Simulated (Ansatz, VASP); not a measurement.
# I: VASP beside Ansatz

The input INCAR:

```
SYSTEM = I
PREC = Accurate
ENCUT = 520
EDIFF = 1E-6
ISMEAR = -1
SIGMA = 0.05
LREAL = .FALSE.
LASPH = .TRUE.
NELM = 100
ALGO = Normal
ISIF = 2
LWAVE = .FALSE.
LCHARG = .TRUE.
GGA = CA
LELF = .TRUE.
LVHAR = .TRUE.
NBANDS = 10
```

The input KPOINTS:

```
regular mesh
0
G
  13 13 13
  0 0 0
```

File POSCAR:

```
I
1.0
    2.5236214544      0.0000000000      0.0000000000
    0.0000000000      2.5236214544      0.0000000000
    0.0000000000      0.0000000000      2.5236214544
I
1
Direct
    0.0000000000      0.0000000000      0.0000000000
```

Input for Ansatz:

```yaml
crystal:
  lattice:
    - [2.5236214544, 0.0, 0.0]
    - [0.0, 2.5236214544, 0.0]
    - [0.0, 0.0, 2.5236214544]
  atoms:
    - { symbol: I, position: [0.0, 0.0, 0.0] }
kpoints:
  mp_grid: { grid: [13, 13, 13] }
scf:
  occupations: { method: fermi_dirac, width: 0.05 }
hamiltonian:
  xc: lda
  pseudopotentials: { kind: paw, level: accurate }
output:
  forces: true
  stress: true
  eigenvalues: true
```

Alike in both runs: task single point; functional LDA; k mesh 13 × 13 × 13; occupations fermi-dirac, width 0.05 eV; no spin polarisation.

|  | VASP | Ansatz |
| --- | --- | --- |
| version | VASP 6.6.1 | Ansatz 0.2.0 |
| potentials or method | VASP PAW LDA potentials, release 64 (I) | PAW with other files of Ansatz's library (level accurate), scalar-relativistic |
| plane-wave cutoff (eV) | 520 | 620 |
| valence electrons in the cell | 7 | 17 |

|  | VASP | Ansatz | Ansatz less VASP |
| --- | --- | --- | --- |
| pressure (GPa) | 172.9 | 172.5 | -0.39 |

The two sets of potentials don't hold the same shells in valence.

Caveats: the cell as given lies far from equilibrium; so large a pressure means that the cell lies far from this level's equilibrium, or that cutoff or potentials fall short (VASP); an odd number of electrons without spin polarisation forces a metal; a magnetic or distorted state may lie lower. Spin-orbit coupling is left out, which matters for the levels of I.
